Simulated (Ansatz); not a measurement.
Compressing Hf₃N₄: a fit and a missing row

Hf₃N₄, I-43d, a = 6.651 Å. The structure is a COD entry; whether it is the stable form wasn't checked. Ansatz: PBEsol, PAW, 420 eV, Γ-centred 6×6×6 mesh on 14 atoms, Gaussian smearing 0.02 eV; no spin polarisation. Shape and atoms are relaxed at each volume; pressure is positive in compression.

```tsv
V (Å³/atom)	P (GPa)
9.247	45.54
9.562	31.00
9.877	?
10.192	8.45
10.508	0.01
10.823	-6.73
11.138	-11.65
11.558	-15.71
```

**Question.** Take V0 = 10.508 Å³/atom, count pressures from its P0 = 0.01 GPa, fit the third-order Birch–Murnaghan form to the other rows, and predict the missing pressure.

**Answer.** With the Eulerian strain f = ½[(V0/V)^(2/3) − 1] and y = (P − P0)/[3f(1 + 2f)^(5/2)], the form is the line y = B0 + 1.5 B0 (B0′ − 4) f. Rows (f, y): 0.04448, 275.7; 0.03246, 271.9; 0.01028, 260.1; -0.00975, 242.1; -0.01904, 224.9; -0.03076, 199.7. Means f = 0.004612, y = 245.73; Σ(Δf)² = 0.004414, ΣΔfΔy = 4.178; the slope is their ratio. y = 241.4 + 946.6 f GPa, so B0 = 241.4 GPa and B0′ = 4 + 2 × (946.6)/(3 × 241.4) = 6.61. At V = 9.877, f = 0.02107, y = 261.34 and P = 18.33 GPa. The run gave 18.73 GPa, so the fit is 0.40 GPa too low, within the rms miss on the fitted rows (0.68 GPa). With a term in f² added B0′ becomes 7.10, so this figure hangs on the form.

Spin–orbit coupling is left out, which can shift energies with elements as heavy as these.

Cost: 8 runs of about 8.8 core-minutes in all, on Oxide Virtual Turin-like Processor (Zen 5) (shared hosts).

The fitted bulk modulus of 241.4 GPa marks Hf₃N₄ as a stiff solid, as expected for a dense network of short, polar covalent bonds between Hf(IV) d and N 2p states. The normalised pressure y rises with compression through every row. Squeezing the bonds brings steeply growing overlap repulsion, while stretching them weakens the restoring force.

The rise isn't linear, though: y falls much faster in the expanded cells than it climbs in the compressed ones. The straight line therefore runs too low near equilibrium and too high at both ends of the range. The shortfall at the missing row is thus part of a systematic pattern rather than scatter, and B0 itself is probably somewhat underestimated. The B0′ of 6.61 is large for a hard nitride and probably reflects the strongly stretched cells more than the response to compression; a fit weighted towards compression would give a lower value. The softening under tension describes a uniformly expanded perfect crystal and doesn't give a fracture strength.
